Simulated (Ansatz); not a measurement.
# KMgF3 (Pm-3m) in Ansatz: equation of state

Aim: energy against volume of KMgF3 in PBE, for its equilibrium volume and stiffness.

Program: Ansatz 0.2.0. These are calculated values, not measurements. Logs are shortened: lines on timing, memory, paths and dates and some standing lists are left out, and cuts for length are marked.

**Measured values to compare with.**

From “High-pressure structural, elastic and electronic properties of the scintillator host material, KMgF3”, 2007, arxiv:cond-mat/0703621, for a powder of KMgF3: bulk modulus 71.2 ± 0.2 GPa.

How close the calculation comes is told below.

### 1 Starting point

It takes space group Pm-3m (No. 221, cubic). The conventional cell has a = 3.986 Å, b = 3.986 Å, c = 3.986 Å, α = 90.00°, β = 90.00°, γ = 90.00°. Around K (site symmetry m-3m) lie 12 F at 2.82 Å. Mg (site symmetry m-3m) has 6 F at 1.99 Å as nearest neighbours. F (site symmetry 4/mmm) has 2 Mg at 1.99 Å as nearest neighbours.

### 2 Single point, PBE, 11.91 Å³/atom (volume scaled by 0.94)

Contents of input.yaml:

```yaml
crystal:
  lattice:
    - [3.9045322707, 0.0, 0.0]
    - [0.0, 3.9045322707, 0.0]
    - [0.0, 0.0, 3.9045322707]
  atoms:
    - { symbol: K, position: [0.5, 0.5, 0.5] }
    - { symbol: Mg, position: [0.0, 0.0, 0.0] }
    - { symbol: F, position: [0.0, 0.0, 0.5] }
    - { symbol: F, position: [0.0, 0.5, 0.0] }
    - { symbol: F, position: [0.5, 0.0, 0.0] }
hamiltonian:
  xc: pbe
  pseudopotentials: { kind: paw }
kpoints:
  mp_grid: { grid: [7, 7, 7] }
scf:
  occupations: { method: fermi_dirac, width: 0.05 }
output:
  forces: true
  stress: true
  eigenvalues: true
```

Potentials or basis: Ansatz PAW.

On the command line:

```console
> ansatz run input.yaml --threads 2 --pin off --max-ram 5120MiB --backend cpu --events-out ev --progress --plain --runs-dir out
```

The log of the run:

```text
Warning: RAYON_NUM_THREADS=2 ignored (pool sized by the plan → 2); use --threads N
Engine: ansatz 0.2.0, x86_64-unknown-linux-gnu
Pseudopotentials: kind: paw
Pseudopotential: K, paw, valence charge 9, recommended cutoff 420 eV (normal), K.paw.azcp
Pseudopotential: Mg, paw, valence charge 10, recommended cutoff 420 eV (normal), Mg.paw.azcp
Pseudopotential: F, paw, valence charge 7, recommended cutoff 420 eV (normal), F.paw.azcp
Functional definition: PBE
  parameter kappa = 0.804
  parameter beta = 0.06672455060314922
  exchange = pbe_x(kappa = kappa, mu = beta*pi^2/3)
  correlation = pbe_c(beta = beta)
Crystal: 5 atoms, lattice volume = 59.526 Å³
Basis set: ecut = 420 eV, 1189 PW (Γ), exchange–correlation on 54×54×54 points (8 copies of the dense FFT grid, shifted against one another)
Bands: 25, of which v1, the nominal top of the filled ones, is band 20 counted from 1 (19 counted from 0)
Symmetry: 48 space group operations
Space group: Pm-3m (ITA 221), of the structure as read, at distance tolerance 3.9e-5 Å
k-points: 20 of 343
Non-local potential: K, projectors of the file, l = 0: 3, l = 1: 2, l = 2: 2
Non-local potential: Mg, projectors of the file, l = 0: 3, l = 1: 2, l = 2: 1
Non-local potential: F, projectors of the file, l = 0: 2, l = 1: 2, l = 2: 1
PAW form: soft (Blöchl's): semilocal exchange-correlation on the pseudo side does not see the compensation charge
PAW one-centre angular grid: K, 110 points (default); XC on 64 Gauss nodes
PAW one-centre angular grid: Mg, 110 points (default); XC on 64 Gauss nodes
PAW one-centre angular grid: F, 110 points (default); XC on 64 Gauss nodes
Initial density: superposition of atomic densities (neutral atoms: chi_scale 0, normalization atom), corrected by the library's trained network
Initial wavefunctions: pseudopotential atomic-orbital guess
Functional: x = pbe(κ = 0.804, μ = 0.2195149727645171), c = pbe(β = 0.06672455060314922)
SCF iter   1: F=—  HF=-5894.544757 eV  |F-HF|=—  |Δ(HF+E_count)|=         —  Δρ=4.81e-4  dr2=3.16e-5  ethr=1.77e-3  ⟨swp⟩=5.9  Hψ=2439  notcnv=0
preconditioner: auto → Resta (q_TF=auto, 2.553 Å⁻¹)  ε∞=2.9  [insulator: Δε(μ)=7.852 eV  Ē_g=19.588 eV  σ=0.050 eV  W_gap=1.00  n_scr=18 (ndim 8)  ℏωp=27.2 eV  f_vac=0.027  D(μ)=0.00/eV (n_scr^D=0)  ε∞_Penn≈2.9]
SCF iter   2: F=—  HF=-5894.544377 eV  |F-HF|=—  |Δ(HF+E_count)|=   3.80e-4  Δρ=3.30e-4  dr2=2.17e-5  ethr=7.91e-8  ⟨swp⟩=3.0  Hψ=1325  notcnv=0
SCF iter   3: F=—  HF=-5894.544478 eV  |F-HF|=—  |Δ(HF+E_count)|=   1.01e-4  Δρ=1.32e-4  dr2=2.16e-6  ethr=5.41e-8  ⟨swp⟩=2.0  Hψ=761  notcnv=0
automatic band count: iteration 3 solves 24 bands in place of 25: the levels show a gap, and the empty bands left out lie too high to hold charge; the band table lists the bands solved (type scf.n_extra_bands for more)
SCF iter   4: F=—  HF=-5894.544506 eV  |F-HF|=—  |Δ(HF+E_count)|=   2.80e-5  Δρ=5.71e-5  dr2=7.03e-7  ethr=5.40e-9  ⟨swp⟩=2.1  Hψ=804  notcnv=0
SCF iter   5: F=—  HF=-5894.544511 eV  |F-HF|=—  |Δ(HF+E_count)|=   4.82e-6  Δρ=2.14e-5  dr2=2.02e-7  ethr=1.76e-9  ⟨swp⟩=2.0  Hψ=777  notcnv=0
SCF iter   6: F=-5894.544511 eV  HF=-5894.544511 eV  |F-HF|=1.54e-8  |Δ(HF+E_count)|=   8.39e-8  Δρ=5.96e-6  dr2=1.91e-8  ethr=2.50e-10  ⟨swp⟩=5.2  Hψ=2105  notcnv=0
SCF 1 converged in 6 iterations: F = -5894.544511 eV  dr2 = 1.91e-8
SCF converged after 6 iterations
Free energy (F): -5894.544511 eV
Harris-Foulkes:  -5894.544511 eV  (|F-HF|=1.54e-8)
Internal energy: -5894.544511 eV  (E = F + TS)
E sigma→0 (E₀):  -5894.544511 eV
Fermi energy:    7.454052 eV
--- Per-component energies (eV) ---
  E_band       = -474.472326
  E_kinetic    = 959.814793
  E_local      = -3647.231306  (includes V_loc(G=0)·N_el)
  E_nonlocal   = 328.286313
  E_hartree    = 1327.306465
  E_xc         = -408.100684
  E_vxc        = -515.150917  (∫ρ·V_xc dr)
  E_paw        = -1676.271601  (= ΣΔE_a)
  E_vpaw       = -254.804225  (= ΣTr[D̂ρ^β])
  E_aug_tail   = 0.006092  (compensation charges beyond the density's cutoff)
  E_ewald      = -2778.354583
  E_smearing   = -0.000000  (= −TS)
  E_closure    = -0.000000  (closes the sum)
  Σ components = -5894.544511   (vs F -5894.544511, Δ=0.00e0)
--- Forces (eV/Å), atoms counted from 1 ---
  atom   1  K      0.00000000    -0.00000000     0.00000000
  atom   2  Mg    -0.00000000     0.00000000    -0.00000000
  atom   3  F      0.00000000     0.00000000    -0.00000000
  atom   4  F      0.00000000    -0.00000000    -0.00000000
  atom   5  F     -0.00000000    -0.00000000     0.00000000
  max |Σ_I F_I| component: 4.97e-29 eV/Å
--- Stress (GPa, compression-positive) ---
        9.603489       0.000000       0.000000
        0.000000       9.603489       0.000000
        0.000000       0.000000       9.603489
  P = ⅓ Tr σ = 9.6035 GPa (96.035 kbar)
--- Band table (eV; the first three rows and the last of 20) ---
  k-point 0: bands = ["-67.0152", "-33.7822", "-33.7822", "-33.7822", "-22.0629", "-16.8170", "-16.0837", "-16.0837", "-5.5633", "-5.5633", "-5.5633", "0.9369", "0.9369", "0.9369", "2.7739", "2.7739", "2.7739", "3.1435", "3.1435", "3.1435", "11.2821", "13.6327", "13.6327", "15.8310"]
  k-point 1: bands = ["-67.0152", "-33.7841", "-33.7821", "-33.7821", "-22.0552", "-16.7924", "-16.1113", "-16.0817", "-5.5562", "-5.5498", "-5.5498", "0.9503", "0.9587", "0.9587", "2.7198", "2.7276", "2.7276", "2.9332", "3.0974", "3.0974", "11.6556", "13.8292", "13.8770", "15.9278"]
  k-point 2: bands = ["-67.0151", "-33.7883", "-33.7820", "-33.7820", "-22.0377", "-16.7309", "-16.1795", "-16.0772", "-5.5404", "-5.5189", "-5.5189", "1.0095", "1.0095", "1.0192", "2.4501", "2.6002", "2.6242", "2.6242", "2.9943", "2.9943", "12.6042", "14.2894", "14.4430", "16.1715"]
  k-point 19: bands = ["-67.0149", "-33.7912", "-33.7911", "-33.7911", "-21.9784", "-16.2964", "-16.2521", "-16.2521", "-5.7739", "-5.7739", "-5.7469", "-0.5283", "1.6550", "1.7272", "1.7272", "2.2549", "2.2549", "3.3901", "3.3901", "3.4253", "14.2403", "14.3487", "14.3487", "17.3932"]
```

Wall time 0.77 s (2 threads of Intel Xeon Platinum 8375C at 2.90GHz (Ice Lake), shared host); peak memory 0.35 GiB.

Results:

```yaml
Free_energy: -5894.5445 eV
Pressure: 9.6 GPa
Band_gap_on_the_k_mesh: 7.86 eV, indirect (least direct gap 8.14 eV)
```

Caveat: odd divisions of the mesh miss points on the zone boundary, where band edges often lie, so the gap on the mesh can be too wide; the pressure holds a Pulay correction of +0.6 GPa for the finite cutoff.

### 3 Single point, PBE, 12.16 Å³/atom (volume scaled by 0.96)

Edit input.yaml of step 2 so:

```diff
@@ -2,5 +2,5 @@
   lattice:
-    - [3.9045322707, 0.0, 0.0]
-    - [0.0, 3.9045322707, 0.0]
-    - [0.0, 0.0, 3.9045322707]
+    - [3.9320298828, 0.0, 0.0]
+    - [0.0, 3.9320298828, 0.0]
+    - [0.0, 0.0, 3.9320298828]
   atoms:
```

Potentials or basis: Ansatz PAW.

On the command line:

```console
> ansatz run input.yaml --threads 2 --pin off --max-ram 5120MiB --backend cpu --events-out ev --progress --plain --runs-dir out
```

Wall time 0.95 s (2 threads of Intel Xeon Platinum 8375C at 2.90GHz (Ice Lake), shared host); peak memory 0.34 GiB.

Results (log left out):

```
Free energy            : -5894.6118 eV
Pressure               : 7.5 GPa
Band gap on the k mesh : 7.69 eV, indirect (least direct gap 7.97 eV)
```

Caveat: odd divisions of the mesh miss points on the zone boundary, where band edges often lie, so the gap on the mesh can be too wide; the pressure holds a Pulay correction of +0.5 GPa for the finite cutoff.

### 4 Single point, PBE, 12.41 Å³/atom (volume scaled by 0.98)

Edit input.yaml of step 3 so:

```diff
@@ -2,5 +2,5 @@
   lattice:
-    - [3.9320298828, 0.0, 0.0]
-    - [0.0, 3.9320298828, 0.0]
-    - [0.0, 0.0, 3.9320298828]
+    - [3.9591481872, 0.0, 0.0]
+    - [0.0, 3.9591481872, 0.0]
+    - [0.0, 0.0, 3.9591481872]
   atoms:
```

On the command line:

```console
> ansatz run input.yaml --threads 2 --pin off --max-ram 5120MiB --backend cpu --events-out ev --progress --plain --runs-dir out
```

Wall time 0.81 s (2 threads of Intel Xeon Platinum 8375C at 2.90GHz (Ice Lake), shared host); peak memory 0.35 GiB.

Results (log left out):

```
Free energy            : -5894.6630 eV
Pressure               : 5.5 GPa
Band gap on the k mesh : 7.52 eV, indirect (least direct gap 7.81 eV)
```

Caveat: odd divisions of the mesh miss points on the zone boundary, where band edges often lie, so the gap on the mesh can be too wide; the pressure holds a Pulay correction of +0.5 GPa for the finite cutoff.

### 5 Single point, PBE, 12.67 Å³/atom

Edit input.yaml of step 4 so:

```diff
@@ -2,5 +2,5 @@
   lattice:
-    - [3.9591481872, 0.0, 0.0]
-    - [0.0, 3.9591481872, 0.0]
-    - [0.0, 0.0, 3.9591481872]
+    - [3.9859, 0.0, 0.0]
+    - [0.0, 3.9859, 0.0]
+    - [0.0, 0.0, 3.9859]
   atoms:
```

On the command line:

```console
> ansatz run input.yaml --threads 2 --pin off --max-ram 5120MiB --backend cpu --events-out ev --progress --plain --runs-dir out
```

Run time: 0.8 s. Hardware: 2 threads of Intel Xeon Platinum 8375C at 2.90GHz (Ice Lake), shared host; peak memory 0.35 GiB.

It converged, with:

```
Free energy            : -5894.6995 eV
Pressure               : 3.8 GPa
Band gap on the k mesh : 7.37 eV, indirect (least direct gap 7.66 eV)
```

Caveat: odd divisions of the mesh miss points on the zone boundary, where band edges often lie, so the gap on the mesh can be too wide; the pressure holds a Pulay correction of +0.5 GPa for the finite cutoff.

### 6 Single point, PBE, 12.92 Å³/atom (volume scaled by 1.02)

Edit input.yaml of step 5 so:

```diff
@@ -2,5 +2,5 @@
   lattice:
-    - [3.9859, 0.0, 0.0]
-    - [0.0, 3.9859, 0.0]
-    - [0.0, 0.0, 3.9859]
+    - [4.012297458, 0.0, 0.0]
+    - [0.0, 4.012297458, 0.0]
+    - [0.0, 0.0, 4.012297458]
   atoms:
```

Potentials or basis: Ansatz PAW.

On the command line:

```console
> ansatz run input.yaml --threads 2 --pin off --max-ram 5120MiB --backend cpu --events-out ev --progress --plain --runs-dir out
```

It took 0.83 s on 2 threads of Intel Xeon Platinum 8375C at 2.90GHz (Ice Lake), shared host; peak memory 0.35 GiB.

The run converged. Its results:

* Free energy: -5894.7233 eV
* Pressure: 2.2 GPa
* Band gap on the k mesh: 7.22 eV, indirect (least direct gap 7.51 eV)

Caveat: odd divisions of the mesh miss points on the zone boundary, where band edges often lie, so the gap on the mesh can be too wide; the pressure holds a Pulay correction of +0.5 GPa for the finite cutoff.

### 7 Single point, PBE, 13.17 Å³/atom (volume scaled by 1.04)

Edit input.yaml of step 6 so:

```diff
@@ -2,5 +2,5 @@
   lattice:
-    - [4.012297458, 0.0, 0.0]
-    - [0.0, 4.012297458, 0.0]
-    - [0.0, 0.0, 4.012297458]
+    - [4.0383520677, 0.0, 0.0]
+    - [0.0, 4.0383520677, 0.0]
+    - [0.0, 0.0, 4.0383520677]
   atoms:
```

On the command line:

```console
> ansatz run input.yaml --threads 2 --pin off --max-ram 5120MiB --backend cpu --events-out ev --progress --plain --runs-dir out
```

Run time: 1 s. Hardware: 2 threads of Intel Xeon Platinum 8375C at 2.90GHz (Ice Lake), shared host; peak memory 0.34 GiB.

Results (log left out):

| Item | Value |
| --- | --- |
| Free energy | -5894.7352 eV |
| Pressure | 0.8 GPa |
| Band gap on the k mesh | 7.08 eV, indirect (least direct gap 7.36 eV) |

Caveat: odd divisions of the mesh miss points on the zone boundary, where band edges often lie, so the gap on the mesh can be too wide; the pressure holds a Pulay correction of +0.5 GPa for the finite cutoff.

### 8 Single point, PBE, 13.43 Å³/atom (volume scaled by 1.06)

Edit input.yaml of step 7 so:

```diff
@@ -2,5 +2,5 @@
   lattice:
-    - [4.0383520677, 0.0, 0.0]
-    - [0.0, 4.0383520677, 0.0]
-    - [0.0, 0.0, 4.0383520677]
+    - [4.0640747489, 0.0, 0.0]
+    - [0.0, 4.0640747489, 0.0]
+    - [0.0, 0.0, 4.0640747489]
   atoms:
@@ -22 +22,5 @@
   eigenvalues: true
+  write_density: true
+  write_potential: true
+  elf: true
+  volumetric_format: npy
```

On the command line:

```console
> ansatz run input.yaml --threads 2 --pin off --max-ram 5120MiB --backend cpu --events-out ev --progress --plain --runs-dir out
```

It took 1.4 s on 2 threads of Intel Xeon Platinum 8375C at 2.90GHz (Ice Lake), shared host; peak memory 0.36 GiB.

Results (log left out):

```yaml
Free_energy: -5894.7364 eV
Pressure: -0.5 GPa
Band_gap_on_the_k_mesh: 6.94 eV, indirect (least direct gap 7.23 eV)
```

Caveat: odd divisions of the mesh miss points on the zone boundary, where band edges often lie, so the gap on the mesh can be too wide; the pressure holds a Pulay correction of +0.5 GPa for the finite cutoff.

### 9 Equation of state, PBE

Potentials or basis: Ansatz PAW.

This step only gathers the single runs of the series.

What came out:

```
Equilibrium volume                      : 13.33 Å³/atom
Bulk modulus                            : 66 GPa
Pressure derivative of the bulk modulus : 4.3
```

Energy against volume, from the lowest point:
```csv
volume (Å³/atom),energy (meV/atom)
11.905,38.37
12.159,24.92
12.412,14.67
12.665,7.37
12.918,2.61
13.172,0.23
13.425,0.00
```

PBE usually gives volumes a little too large and moduli too small.

### 10 How close it comes

Step 9. Measured bulk modulus of KMgF3: 71.2 GPa (powder; “High-pressure structural, elastic and electronic properties of the scintillator host material, KMgF3”, 2007, arxiv:cond-mat/0703621). This calculation gives 66 GPa (-6.6 %). The fit is for a static lattice scaled at fixed shape and fixed fractional positions.
